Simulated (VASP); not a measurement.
**CoSi2 (Fm-3m): a series in biaxial strain in the (001) plane**

Wanted: the elastic response of CoSi2 to biaxial strain in the (001) plane, with a fit that predicts a row left out.

Main program and level: VASP 6.6.1; PBEsol, no spin polarisation; plane waves and PAW (Co, Si); cell typed or built by script, in the first sound run; inputs show where later runs differ.

## Step 1: The structure

It takes space group Fm-3m (No. 225, cubic). The conventional cell has a = 5.365 Å, b = 5.365 Å, c = 5.365 Å, α = 90.00°, β = 90.00°, γ = 90.00°. Nearest to Co lie 8 Si at 2.32 Å. Si has 4 Co at 2.32 Å nearest. Farther neighbours are not listed.

Coordinates:

```cif
data_structure
_symmetry_space_group_name_H-M 'Fm-3m'
_symmetry_Int_Tables_number 225
_cell_length_a 5.3650
_cell_length_b 5.3650
_cell_length_c 5.3650
_cell_angle_alpha 90.000
_cell_angle_beta 90.000
_cell_angle_gamma 90.000
_cell_volume 154.42
loop_
_atom_site_label
_atom_site_type_symbol
_atom_site_symmetry_multiplicity
_atom_site_Wyckoff_symbol
_atom_site_fract_x
_atom_site_fract_y
_atom_site_fract_z
_atom_site_occupancy
Co1 Co 4 a 0.00000 0.00000 0.00000 1
Si1 Si 8 c 0.25000 0.75000 0.75000 1
```

## Step 2: Relax the crystal, PBEsol

The series starts from the cell that this level prefers, so that zero strain is near zero stress.

This step took 2 runs in a row; the last is shown.

Level: PBEsol, no spin polarisation; plane waves and PAW (Co, Si); cell typed or built by script.

File INCAR:

```
SYSTEM = CoSi2
PREC = Accurate
ENCUT = 450
EDIFF = 1E-07
NELM = 120
ISMEAR = 1
SIGMA = 0.15
LREAL = .FALSE.
ALGO = Normal
GGA = PS
NBANDS = 14
LASPH = .TRUE.
LORBIT = 11
LWAVE = .FALSE.
LCHARG = .FALSE.
KPAR = 8
IBRION = 2
NSW = 40
ISIF = 3
EDIFFG = -0.005
POTIM = 0.4
```

File POSCAR:

```
CoSi2
1.0
    0.0000000000      2.6565168650      2.6565168650
    2.6565168650      0.0000000000      2.6565168650
    2.6565168650      2.6565168650      0.0000000000
Co Si
1 2
Direct
    0.0000000000      0.0000000000      0.0000000000
    0.2500000000      0.2500000000      0.2500000000
    0.7500000000      0.7500000000      0.7500000000
```

File KPOINTS:

```
Automatic mesh
0
Gamma
16 16 16
0 0 0
```

PAW data sets: Co and Si (PBE family, release 64).

Command:

```console
mpirun -np 8 vasp_std
```

Log:

```text
[banner, memory and clock lines left out]
running    8 mpi-ranks, on    1 nodes
[...]
|                                                                             |
|           W    W    AA    RRRRR   N    N  II  N    N   GGGG   !!!           |
|           W    W   A  A   R    R  NN   N  II  NN   N  G    G  !!!           |
|           W    W  A    A  R    R  N N  N  II  N N  N  G       !!!           |
|           W WW W  AAAAAA  RRRRR   N  N N  II  N  N N  G  GGG   !            |
|           WW  WW  A    A  R   R   N   NN  II  N   NN  G    G                |
|           W    W  A    A  R    R  N    N  II  N    N   GGGG   !!!           |
|                                                                             |
|     For optimal performance we recommend to set                             |
|       NCORE = 2 up to number-of-cores-per-socket                            |
|     NCORE specifies how many cores store one orbital (NPAR=cpu/NCORE).      |
|     This setting can greatly improve the performance of VASP for DFT.       |
[...]
DAV:   4    -0.209819600678E+02    0.30868E-05   -0.34583E-05  4368   0.461E-02    0.687E-03
DAV:   5    -0.209819594871E+02    0.58068E-06   -0.15189E-06  5540   0.230E-02    0.208E-03
DAV:   6    -0.209819594870E+02    0.14234E-09   -0.10840E-07  2848   0.346E-03
   2 F= -.20981959E+02 E0= -.20982070E+02  d E =0.105427E-04
 trial-energy change:    0.000011  1 .order    0.000005   -0.000019    0.000029
 step:   0.2621(harm=  0.4024)  dis= 0.00000  next Energy=   -20.981972 (dE=-0.244E-05)
[...]
N       E                     dE             d eps       ncg     rms          rms(c)
DAV:   1    -0.209820543248E+02   -0.94838E-04   -0.82248E-04  4550   0.540E-01    0.850E-02
DAV:   2    -0.209822991606E+02   -0.24484E-03   -0.19403E-03  5058   0.960E-01    0.148E-01
DAV:   3    -0.209819729468E+02    0.32621E-03   -0.97950E-04  4982   0.691E-01    0.152E-02
DAV:   4    -0.209819708323E+02    0.21146E-05   -0.17809E-05  4282   0.347E-02    0.488E-03
DAV:   5    -0.209819706593E+02    0.17294E-06   -0.77988E-07  5482   0.162E-02    0.151E-03
DAV:   6    -0.209819706372E+02    0.22162E-07   -0.51153E-08  2498   0.244E-03
   3 F= -.20981971E+02 E0= -.20982082E+02  d E =-.607440E-06
[...]
reached required accuracy - stopping structural energy minimisation
```

Run time: 27 s. Hardware: 8 MPI ranks of AMD EPYC 7R43, shared host; peak memory 1.5 GiB.

Lines that name or quote the potential files are left out of all logs, and their timing lines are given in words.

OUTCAR, selected parts (step 2):

```text
  Total        0.0049762      0.0049762      0.0049762      0.0000000      0.0000000     -0.0000000
  in kB        0.2126851      0.2126851      0.2126851      0.0000000      0.0000000     -0.0000000
  external PRESSURE =       0.2126851 kB  Pullay stress =       0.0000000 kB

 POSITION                                       TOTAL-FORCE (eV/Angst)
 -----------------------------------------------------------------------------------
      0.00000      0.00000      0.00000        -0.000000     -0.000000     -0.000000
      1.32816      1.32816      1.32816        -0.000000     -0.000000     -0.000000
      3.98447      3.98447      3.98447         0.000000      0.000000      0.000000
 -----------------------------------------------------------------------------------
    total drift:                               -0.000000      0.000000      0.000000

  FREE ENERGIE OF THE ION-ELECTRON SYSTEM (eV)
  ---------------------------------------------------
  free  energy   TOTEN  =       -20.9819706372 eV

  energy  without entropy=      -20.9823058099  energy(sigma->0) =      -20.98208236

 reached required accuracy - stopping structural energy minimisation

[... 3 further parts left out ...]
[key lines of the parts left out:]
E-fermi :  10.3094
```

This run gave:

| Quantity | Value |
| --- | --- |
| energy(sigma→0) of the program | -20.9821 eV |
| stress, compression positive | xx, yy, zz 0.02, 0.02, 0.02 GPa |
| volume | 37.486 Å³ |
| ionic steps | 3 |

## Step 3: Strain along the normal, PBEsol

One member in full: the plane is strained by -0.5 %, and the strain along the normal is moved by secant steps until the normal stress is under 0.012 GPa or five steps are spent; the atoms relax at each step.

This step took 3 runs, each at a new trial strain with the atoms of the one before; the last is shown.

Level: PBEsol, no spin polarisation; plane waves and PAW (Co, Si); cell typed or built by script.

INCAR, as its differences from that of step 2:

```diff
@@ -15,7 +15,7 @@
 LCHARG = .FALSE.
-KPAR = 8
-IBRION = 2
-NSW = 40
-ISIF = 3
-EDIFFG = -0.005
-POTIM = 0.4
+KPAR = 2
+IBRION = 1
+NSW = 25
+ISIF = 2
+EDIFFG = -0.004
+POTIM = 0.3
```

File POSCAR:

```
CoSi2
1.0
    0.0000000000      2.6430343710      2.6723195030
    2.6430343710      0.0000000000      2.6723195030
    2.6430343710      2.6430343710      0.0000000000
Co Si
1 2
Direct
    0.0000000000      0.0000000000      0.0000000000
    0.2500000000      0.2500000000      0.2500000000
    0.7500000000      0.7500000000      0.7500000000
```

KPOINTS is that of step 2.

Command:

```console
mpirun -np 2 vasp_std
```

Log:

```text
[banner, memory and clock lines left out]
running    2 mpi-ranks, on    1 nodes
[...]
[... a notice as in an earlier step ...]

 LDA part: xc-table for (Slater+PW92), standard interpolation
 POSCAR, INCAR and KPOINTS ok, starting setup
[...]
entering main loop
       N       E                     dE             d eps       ncg     rms          rms(c)
DAV:   1     0.587461198657E+02    0.58746E+02   -0.63095E+03  9844   0.104E+03
DAV:   2    -0.192493327778E+02   -0.77995E+02   -0.70665E+02 10246   0.214E+02
DAV:   3    -0.225483772505E+02   -0.32990E+01   -0.32117E+01 12810   0.499E+01
DAV:   4    -0.226114624232E+02   -0.63085E-01   -0.63023E-01 11696   0.670E+00
[...]
DAV:  12    -0.209805702457E+02   -0.10936E-04   -0.37451E-05 11682   0.501E-02    0.208E-02
DAV:  13    -0.209805685990E+02    0.16468E-05   -0.35051E-06 14482   0.256E-02    0.581E-03
DAV:  14    -0.209805685997E+02   -0.77989E-09   -0.89970E-07 15198   0.134E-02
   1 F= -.20980569E+02 E0= -.20980690E+02  d E =-.209806E+02
 BRION: g(F)=  0.187E-46 g(S)=  0.000E+00
 reached required accuracy - stopping structural energy minimisation
```

It took 2.4 min on 2 MPI ranks; peak memory 0.48 GiB.

From OUTCAR (step 3):

```text
  Total        0.2611909      0.2611909      0.0000987      0.0000000     -0.0000000     -0.0000000
  in kB       11.2084254     11.2084254      0.0042365      0.0000000     -0.0000000     -0.0000000
  external PRESSURE =       7.4736958 kB  Pullay stress =       0.0000000 kB

 POSITION                                       TOTAL-FORCE (eV/Angst)
 -----------------------------------------------------------------------------------
      0.00000      0.00000      0.00000         0.000000     -0.000000      0.000000
      1.32152      1.32152      1.33616        -0.000000      0.000000     -0.000000
      3.96455      3.96455      4.00848        -0.000000      0.000000      0.000000
 -----------------------------------------------------------------------------------
    total drift:                               -0.000000     -0.000000      0.000000

  FREE ENERGIE OF THE ION-ELECTRON SYSTEM (eV)
  ---------------------------------------------------
  free  energy   TOTEN  =       -20.9805685997 eV

  energy  without entropy=      -20.9809317675  energy(sigma->0) =      -20.98068966

[... 1 part as in an earlier step ...]

[... 3 further parts left out ...]
[key lines of the parts left out:]
E-fermi :  10.3653
```

Numbers from this step:

| Property | Result |
| --- | --- |
| energy(sigma→0) of the program | -20.9807 eV |
| stress, compression positive | xx, yy, zz 1.12, 1.12, 0.00 GPa |
| ionic steps | 1 |

## Step 4: The whole series

The other members went through these steps as far as the tables show, with the same cutoff and, step by step, the same mesh; 26 runs are not shown. The session took 2.2 core hours (wall time by ranks) on a shared machine.

```csv
in-plane strain (%),strain along the normal (%),"in-plane stress, tension positive (GPa)","energy above the unstrained row, extrapolated to no smearing (meV/atom)"
-2.000,2.616,-4.537,7.229
-1.500,1.919,-3.401,4.064
-1.000,1.249,-2.261,1.813
-0.500,0.602,-1.121,0.462
0,-0.018,0.022,0.000
0.500,-0.594,?,?
1.000,-1.165,2.292,1.722
1.500,-1.712,3.445,3.933
2.000,-2.231,4.604,7.051
```

## Step 5: Stress from the known rows

Fitting a parabola to the 8 known rows (e: strain in %) gives stress = 0.003611 e² + 2.283 e + 0.01624 in GPa; the residuals are 0.0057 GPa r.m.s.

For the withheld row, e = 0.5, the fit gives 1.159 GPa.

## Step 6: Checking the prediction

The calculation gives 1.141 GPa, so the prediction is 0.018 GPa too high, more than twice the residual of the fit.

Slopes at zero strain, from cubics through all rows: strain ratio -1.204, stress over strain 227 GPa.

## Step 7: Results

```yaml
error_of_the_predicted_stress: 0.018 GPa
ratio_of_normal_to_in_plane_strain: -1.204
biaxial_modulus: 227 GPa
```

What this shows: As a check, the curvature of the energy gives 227 GPa for the same modulus (energy per volume = M × strain²), 0 % from the slope of the stress. These are static values: temperature and zero-point motion are left out. In a metal the slopes also depend on mesh and smearing, which were held through the series.

[Lines on the potential files, build, host, timing and source positions are cut from VASP's logs without a mark.]

[Logs are printed without paths, hosts, clocks, repeated set-up lines and the standing remarks that a program may print on its own settings, such as how far it seeks lower states.]

[Hosts, paths, dates, database ids (printed as entryN), source tags and the programs' standing remarks are cut or masked in the printed files.]

[In band tables of VASP the shares of atoms and orbitals are scaled to a sum of 1 inside the atoms' spheres.]
